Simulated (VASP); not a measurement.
## A vacancy on the Si site in a supercell of CoSi2

Aim: the formation energy and local structure of a vacancy on the Si site in CoSi2. The start is a cell from a database of measured crystal structures.

Main program and level: VASP 6.6.1; PBEsol, DFT+U (Co d 3 eV), spin-polarised from a ferromagnetic start (one magnetic atom a cell); plane waves and PAW (Co, Si), in the first sound run; inputs show where later runs differ.

The database entry behind the starting cell differs from later determinations by our own check (0.1 to 0.3 % short, probably kX units), so it need not match the best structure at ambient conditions.

## 1. The host crystal

It takes space group Fm-3m (No. 225, cubic). Conventional cell: a = 5.356 Å, b = 5.356 Å, c = 5.356 Å, α = 90.00°, β = 90.00°, γ = 90.00°. Nearest to Co lie 8 Si at 2.32 Å. Nearest to Si lie 4 Co at 2.32 Å. Farther neighbours are not listed.

## 2. Relaxing the host crystal

First cell and atoms are relaxed at a raised cutoff, so that later runs start from this functional's own cell.

File INCAR:

```
SYSTEM = CoSi2
PREC = Accurate
ENCUT = 350
EDIFF = 1E-06
NELM = 120
ISMEAR = 0
SIGMA = 0.05
LREAL = .FALSE.
ALGO = Normal
GGA = PS
NBANDS = 18
ISPIN = 2
MAGMOM = 2 0 0
LDAU = .TRUE.
LDAUTYPE = 2
LDAUL = 2 -1
LDAUU = 3 0
LDAUJ = 0 0
LDAUPRINT = 1
LASPH = .TRUE.
LMAXMIX = 4
LORBIT = 11
LWAVE = .FALSE.
LCHARG = .FALSE.
KPAR = 4
IBRION = 2
NSW = 40
ISIF = 3
EDIFFG = -0.02
POTIM = 0.4
```

File POSCAR:

```
CoSi2
1.0
    0.0000000000      2.6780000000      2.6780000000
    2.6780000000      0.0000000000      2.6780000000
    2.6780000000      2.6780000000      0.0000000000
Co Si
1 2
Direct
    0.0000000000      0.0000000000      0.0000000000
    0.7500000000      0.7500000000      0.7500000000
    0.2500000000      0.2500000000      0.2500000000
```

File KPOINTS:

```
Automatic mesh
0
Gamma
6 6 6
0 0 0
```

The projector-augmented-wave data sets are Co and Si (PBE family, release 64).

Launch:

```sh
$ mpirun -np 4 vasp_std
```

Log:

```text
[banner, memory and clock lines left out]
running    4 mpi-ranks, on    1 nodes
 distrk:  each k-point on    1 cores,    4 groups
 distr:  one band on    1 cores,    1 groups

 POSCAR found type information on POSCAR CoSi
 POSCAR found :  2 types and       3 ions
|                                                                             |
|               ----> ADVICE to this user running VASP <----                  |
|                                                                             |
|     You enforced a specific xc type in the INCAR file but a different       |
|     [... a line on the potential file left out ...]
|     I HOPE YOU KNOW WHAT YOU ARE DOING!                                     |
|                                                                             |

 LDA part: xc-table for (Slater+PW92), standard interpolation
 POSCAR, INCAR and KPOINTS ok, starting setup
 FFT: planning ... GRIDC
 FFT: planning ... GRID_SOFT
 FFT: planning ... GRID
 WAVECAR not read
 entering main loop
       N       E                     dE             d eps       ncg     rms          rms(c)
DAV:   1     0.492409631558E+02    0.49241E+02   -0.52660E+03  1184   0.655E+02
DAV:   2    -0.161598328908E+02   -0.65401E+02   -0.58677E+02  1212   0.158E+02
DAV:   3    -0.189548885354E+02   -0.27951E+01   -0.27320E+01  1418   0.367E+01
DAV:   4    -0.189970421886E+02   -0.42154E-01   -0.42103E-01  1332   0.429E+00
DAV:   5    -0.189982404863E+02   -0.11983E-02   -0.11982E-02  1408   0.740E-01    0.152E+01
DAV:   6    -0.221409111281E+02   -0.31427E+01   -0.14040E+01  1222   0.787E+01    0.155E+01
DAV:   7    -0.183542819582E+02    0.37866E+01   -0.70816E+00  1372   0.618E+01    0.367E+00
DAV:   8    -0.183425582520E+02    0.11724E-01   -0.52879E-01  1400   0.516E+00    0.172E+00
DAV:   9    -0.183248825068E+02    0.17676E-01   -0.63067E-02  1418   0.376E+00    0.728E-01
DAV:  10    -0.183265378696E+02   -0.16554E-02   -0.38432E-03  1608   0.523E-01    0.312E-01
DAV:  11    -0.183269188088E+02   -0.38094E-03   -0.12388E-03  1594   0.547E-01    0.123E-01
DAV:  12    -0.183271058780E+02   -0.18707E-03   -0.26793E-04  1500   0.174E-01    0.511E-02
DAV:  13    -0.183271294690E+02   -0.23591E-04   -0.21874E-05  1658   0.604E-02    0.160E-02
DAV:  14    -0.183271331029E+02   -0.36339E-05   -0.50472E-06  1396   0.235E-02    0.639E-03
DAV:  15    -0.183271341823E+02   -0.10794E-05   -0.12607E-06   942   0.143E-02    0.511E-03
DAV:  16    -0.183271342992E+02   -0.11686E-06   -0.33589E-07   692   0.472E-03
   1 F= -.18327134E+02 E0= -.18325442E+02  d E =-.183271E+02  mag=    -0.0004
 curvature:   0.00 expect dE= 0.000E+00 dE for cont linesearch  0.000E+00
 trial: gam= 0.00000 g(F)=  0.114E-45 g(S)=  0.150E+00 ort = 0.000E+00 (trialstep = 0.100E+01)
 search vector abs. value=  0.150E+00
 bond charge predicted
       N       E                     dE             d eps       ncg     rms          rms(c)
DAV:   1    -0.195041391010E+02   -0.11770E+01   -0.93113E+00  1236   0.500E+01    0.109E+01
DAV:   2    -0.219234085613E+02   -0.24193E+01   -0.15255E+01  1246   0.823E+01    0.139E+01
DAV:   3    -0.183534966859E+02    0.35699E+01   -0.68765E+00  1336   0.624E+01    0.173E+00
DAV:   4    -0.183668067033E+02   -0.13310E-01   -0.37114E-01  1196   0.298E+00    0.120E+00
DAV:   5    -0.183516718678E+02    0.15135E-01   -0.20715E-02  1598   0.250E+00    0.443E-01
DAV:   6    -0.183509186968E+02    0.75317E-03   -0.37256E-03  1430   0.708E-01    0.948E-02
DAV:   7    -0.183509234504E+02   -0.47535E-05   -0.13989E-04  1700   0.987E-02    0.498E-02
DAV:   8    -0.183509256212E+02   -0.21709E-05   -0.33121E-05  1440   0.921E-02    0.235E-02
DAV:   9    -0.183509249461E+02    0.67515E-06   -0.27987E-06  1064   0.233E-02
   2 F= -.18350925E+02 E0= -.18349288E+02  d E =-.237906E-01  mag=     0.0000
 trial-energy change:   -0.023791  1 .order   -0.020412   -0.149585    0.108760
 step:   0.5979(harm=  0.5790)  dis= 0.00000  next Energy=   -18.372573 (dE=-0.454E-01)
 bond charge predicted
       N       E                     dE             d eps       ncg     rms          rms(c)
DAV:   1    -0.185620412454E+02   -0.21112E+00   -0.15564E+00  1228   0.208E+01    0.408E+00
DAV:   2    -0.190035457121E+02   -0.44150E+00   -0.27710E+00  1348   0.355E+01    0.677E+00
DAV:   3    -0.183793086531E+02    0.62424E+00   -0.13319E+00  1244   0.230E+01    0.873E-01
DAV:   4    -0.183751179269E+02    0.41907E-02   -0.20638E-02  1172   0.102E+00    0.443E-01
DAV:   5    -0.183733172707E+02    0.18007E-02   -0.16586E-03  1606   0.737E-01    0.894E-02
DAV:   6    -0.183733211874E+02   -0.39167E-05   -0.23217E-04  1256   0.105E-01    0.370E-02
DAV:   7    -0.183733266827E+02   -0.54953E-05   -0.14940E-05  1294   0.305E-02    0.783E-03
DAV:   8    -0.183733259049E+02    0.77782E-06   -0.93579E-07   660   0.764E-03
   3 F= -.18373326E+02 E0= -.18371694E+02  d E =-.461916E-01  mag=     0.0000
 curvature:  -0.29 expect dE=-0.802E-05 dE for cont linesearch -0.802E-05
 trial: gam=-0.01344 g(F)=  0.825E-45 g(S)=  0.278E-04 ort = 0.204E-02 (trialstep = 0.920E+00)
 search vector abs. value=  0.526E-08
 reached required accuracy - stopping structural energy minimisation
```

The job ended after 8 s (4 MPI ranks of Intel Xeon 6975P-C (Granite Rapids), shared host; peak memory 0.57 GiB).

Lines that name or quote the potential files are left out of all logs, and their timing lines are given in words.

OUTCAR, selected parts (step 2):

```text
ion  position               nearest neighbor table
   1  0.000  0.000  0.000-   2 2.32   3 2.32   2 2.32   2 2.32   3 2.32   2 2.32   3 2.32   3 2.32

  LATTYP: Found a face centered cubic cell.
 ALAT       =     5.3560000000

 Subroutine GETGRP returns: Found 48 space group operations
 (whereof 48 operations were pure point group operations)

The static configuration has the point symmetry O_h .

 Found     16 irreducible k-points:

   k-points           NKPTS =     16   k-points in BZ     NKDIM =     16   number of bands    NBANDS=     18

   dimension x,y,z NGX =    24 NGY =   24 NGZ =   24
   dimension x,y,z NGXF=    48 NGYF=   48 NGZF=   48

   ENCUT  =  350.0 eV  25.72 Ry    5.07 a.u.   5.78  5.78  5.78*2*pi/ulx,y,z

   NELECT =      17.0000    total number of electrons

 k-points in reciprocal lattice and weights: Automatic mesh
   0.00000000  0.00000000  0.00000000       0.005
   0.16666667  0.00000000  0.00000000       0.037
   0.33333333  0.00000000  0.00000000       0.037
   0.50000000  0.00000000  0.00000000       0.019
   0.16666667  0.16666667  0.00000000       0.028
   0.33333333  0.16666667  0.00000000       0.111
   0.50000000  0.16666667  0.00000000       0.111
  -0.33333333  0.16666667  0.00000000       0.111
  -0.16666667  0.16666667  0.00000000       0.056
[...]
-0.33333333  0.33333333  0.16666667       0.111
  -0.33333333  0.50000000  0.16666667       0.056

atom =   1  type =  1  l = 2

 onsite density matrix

spin component  1

  0.7525 -0.0000  0.0000 -0.0000  0.0000
 -0.0000  0.7525  0.0000 -0.0000 -0.0000
  0.0000  0.0000  0.8287  0.0000 -0.0000
 -0.0000 -0.0000  0.0000  0.7525 -0.0000
  0.0000 -0.0000 -0.0000 -0.0000  0.8287

spin component  2

 occupancies and eigenvectors

  o =  0.7525  v =  0.0000  0.0000  0.0000  0.0000  0.0000  0.0000  0.9362  0.0000  0.3514 -0.0000      0.0000  0.0000  0.0000  0.0000  0.0000  0.0000  0.0000  0.0000  0.0000  0.0000
  o =  0.7525  v =  0.0000  0.0000  0.0000  0.0000  0.0000  0.0000  0.3514  0.0000 -0.9362 -0.0000      0.0000  0.0000  0.0000  0.0000  0.0000  0.0000  0.0000  0.0000  0.0000  0.0000
  o =  0.7525  v =  0.0000  0.0000  0.0000  0.0000  0.0000  1.0000  0.0000  0.0000  0.0000  0.0000      0.0000  0.0000  0.0000  0.0000  0.0000  0.0000  0.0000  0.0000  0.0000  0.0000
  o =  0.7525  v =  0.0000 -0.8692  0.0000  0.4944  0.0000  0.0000  0.0000  0.0000  0.0000  0.0000      0.0000  0.0000  0.0000  0.0000  0.0000  0.0000  0.0000  0.0000  0.0000  0.0000
  o =  0.7525  v =  1.0000  0.0000  0.0000  0.0000  0.0000  0.0000  0.0000  0.0000  0.0000  0.0000      0.0000  0.0000  0.0000  0.0000  0.0000  0.0000  0.0000  0.0000  0.0000  0.0000
  o =  0.7525  v =  0.0000  0.4944 -0.0000  0.8692 -0.0000  0.0000  0.0000  0.0000  0.0000  0.0000      0.0000  0.0000  0.0000  0.0000  0.0000  0.0000  0.0000  0.0000  0.0000  0.0000
  o =  0.8287  v =  0.0000 -0.0000  0.1500 -0.0000 -0.9887  0.0000  0.0000  0.0000  0.0000  0.0000      0.0000  0.0000  0.0000  0.0000  0.0000  0.0000  0.0000  0.0000  0.0000  0.0000
  o =  0.8287  v =  0.0000 -0.0000 -0.9887 -0.0000 -0.1500  0.0000  0.0000  0.0000  0.0000  0.0000      0.0000  0.0000  0.0000  0.0000  0.0000  0.0000  0.0000  0.0000  0.0000  0.0000
  o =  0.8287  v =  0.0000  0.0000  0.0000  0.0000  0.0000  0.0000 -0.0000  0.9992 -0.0000 -0.0403      0.0000  0.0000  0.0000  0.0000  0.0000  0.0000  0.0000  0.0000  0.0000  0.0000
  o =  0.8287  v =  0.0000  0.0000  0.0000  0.0000  0.0000  0.0000  0.0000  0.0403 -0.0000  0.9992      0.0000  0.0000  0.0000  0.0000  0.0000  0.0000  0.0000  0.0000  0.0000  0.0000

 average (electrostatic) potential at core
       1 -76.9595       2 -78.6243       3 -78.6243

 E-fermi :  10.6550

 spin component 1
 k-point     1 :       0.0000    0.0000    0.0000
  band No.  band energies     occupation
    ...
      2       6.1229      1.00000
      3       6.1229      1.00000
      4       6.1229      1.00000
      5       8.1411      1.00000
      6       8.1411      1.00000
      7      11.8139      0.00000
      8      14.1112      0.00000
      9      14.1112      0.00000
     10      14.1112      0.00000
     11      14.1140      0.00000
    ...

 k-point     2 :       0.1667    0.0000    0.0000
  band No.  band energies     occupation
    ...
      2       5.2541      1.00000
      3       6.2702      1.00000
      4       6.2702      1.00000
      5       8.0482      1.00000
      6       8.0482      1.00000
      7      10.7258      0.02253
      8      12.5974      0.00000
      9      12.5974      0.00000
     10      12.7396      0.00000
     11      15.0590      0.00000
    ...

 k-point     3 :       0.3333    0.0000    0.0000
  band No.  band energies     occupation
    ...
      3       6.5119      1.00000
      4       6.5119      1.00000
      5       8.1287      1.00000
      6       8.1287      1.00000
      7       8.7669      1.00000
      8      11.0680      0.00000
      9      11.0680      0.00000
     10      13.3871      0.00000
     11      14.2417      0.00000
     12      14.2417      0.00000
    ...

 k-point     4 :       0.5000    0.0000    0.0000
  band No.  band energies     occupation
    ...
      5       8.1486      1.00000
      6       8.4996      1.00000
      7       8.4996      1.00000
      8      10.1440      1.00000
      9      10.1440      1.00000
     10      13.3661      0.00000
     11      14.0189      0.00000
     12      14.0189      0.00000
     13      15.3239      0.00000
     14      21.2064      0.00000
    ...

 k-point     5 :       0.1667    0.1667    0.0000
  band No.  band energies     occupation
    ...
      2       5.3822      1.00000
      3       6.1889      1.00000
      4       6.1889      1.00000
      5       7.6036      1.00000
      6       8.2847      1.00000
      7      11.2973      0.00000
      8      11.2973      0.00000
      9      12.0423      0.00000
     10      12.0452      0.00000
     11      14.1888      0.00000
    ...

 k-point     6 :       0.3333    0.1667    0.0000
  band No.  band energies     occupation
    ...
      4       6.3655      1.00000
      5       7.1878      1.00000
      6       8.4220      1.00000
      7       9.0306      1.00000
      8      10.1987      1.00000
      9      10.8006      0.00002
     10      12.6341      0.00000
     11      14.8932      0.00000
     12      16.0230      0.00000
     13      16.2289      0.00000
    ...

  Total       -0.0268268     -0.0268268     -0.0268268     -0.0000000     -0.0000000     -0.0000000
  in kB       -1.1713767     -1.1713767     -1.1713767     -0.0000000     -0.0000000     -0.0000000
  external PRESSURE =      -1.1713767 kB  Pullay stress =       0.0000000 kB

  energy-cutoff  :      350.00
  volume of cell :       36.69
      direct lattice vectors                 reciprocal lattice vectors
     0.000000000  2.637448720  2.637448720    -0.189577146  0.189577146  0.189577146
     2.637448720  0.000000000  2.637448720     0.189577146 -0.189577146  0.189577146
     2.637448720  2.637448720  0.000000000     0.189577146  0.189577146 -0.189577146

 POSITION                                       TOTAL-FORCE (eV/Angst)
 -----------------------------------------------------------------------------------
      0.00000      0.00000      0.00000         0.000000      0.000000     -0.000000
      3.95617      3.95617      3.95617         0.000000      0.000000      0.000000
      1.31872      1.31872      1.31872        -0.000000     -0.000000     -0.000000
 -----------------------------------------------------------------------------------
    total drift:                               -0.000000      0.000000      0.000000

  FREE ENERGIE OF THE ION-ELECTRON SYSTEM (eV)
  ---------------------------------------------------
  free  energy   TOTEN  =       -18.3733259049 eV

  energy  without entropy=      -18.3700621167  energy(sigma->0) =      -18.37169401

 reached required accuracy - stopping structural energy minimisation

 total charge
# of ion       s       p       d       tot
------------------------------------------
    1        0.553   0.757   7.784   9.094
    2        0.715   0.898   0.000   1.613
    3        0.715   0.898   0.000   1.613
--------------------------------------------------
tot          1.983   2.553   7.784  12.320

 magnetization (x)
# of ion       s       p       d       tot
------------------------------------------
    1       -0.000   0.000   0.000   0.000
    2        0.000   0.000   0.000   0.000
    3        0.000   0.000   0.000   0.000
--------------------------------------------------
tot         -0.000   0.000   0.000   0.000

[... 1 further part left out ...]
```

The moments of the start collapse, so the state is non-magnetic; other starts or orders were not tried. The k-mesh is coarse for a metal. A U on the itinerant d states of such a compound is hard to justify; it moves the bands at the Fermi level. The PAW data sets were made with PBE, which is usual practice but a small mismatch for other functionals. The run keeps the 48 symmetry operations of its start, so it cannot find a distortion of lower symmetry.

Relaxation path:

```
step  energy less that of the first step (eV)  largest force (eV/Å)  pressure (GPa)  volume (Å³)
   1                                   0.0000                0.0000           -8.21        38.41
   2                                  -0.0238                0.0000            6.45        35.57
   3                                  -0.0462                0.0000           -0.12        36.69
```

```
conventional cell, symmetrised  before  after  change
                         a (Å)   5.356  5.275  -1.5 %
                         b (Å)   5.356  5.275  -1.5 %
                         c (Å)   5.356  5.275  -1.5 %
              volume (Å³/atom)   12.80  12.23  -4.5 %
```

The relaxed structure:

```xyz
3
Lattice="0.0000 2.6374 2.6374 2.6374 0.0000 2.6374 2.6374 2.6374 0.0000" Properties=species:S:1:pos:R:3 pbc="T T T"
Co    0.0000    0.0000    0.0000
Si    3.9562    3.9562    3.9562
Si    1.3187    1.3187    1.3187
```

This step gave:

- electronic cycles: 33
- electrons: 17
- free energy (TOTEN): -18.37 eV
- energy at zero smearing: -18.37 eV
- Fermi energy: 10.65 eV
- labelled metallic, from the levels on this mesh: yes

The spin moment in the PAW sphere vanishes on all atoms.

The run ended after 3 ionic steps, 0.046 eV below its first step, once forces and stress met EDIFFG = -0.02.

(Part 1 of 5 ends here.)

[Lines on the potential files, build, host, timing and source positions are cut from VASP's logs without a mark.]

[Logs are printed without paths, hosts, clocks, repeated set-up lines and the standing remarks that a program may print on its own settings, such as how far it seeks lower states.]

[Hosts, paths, dates, database ids (printed as entryN), source tags and the programs' standing remarks are cut or masked in the printed files.]

[In band tables of VASP the shares of atoms and orbitals are scaled to a sum of 1 inside the atoms' spheres.]

[Runs that stopped without an error message from VASP are left out.]
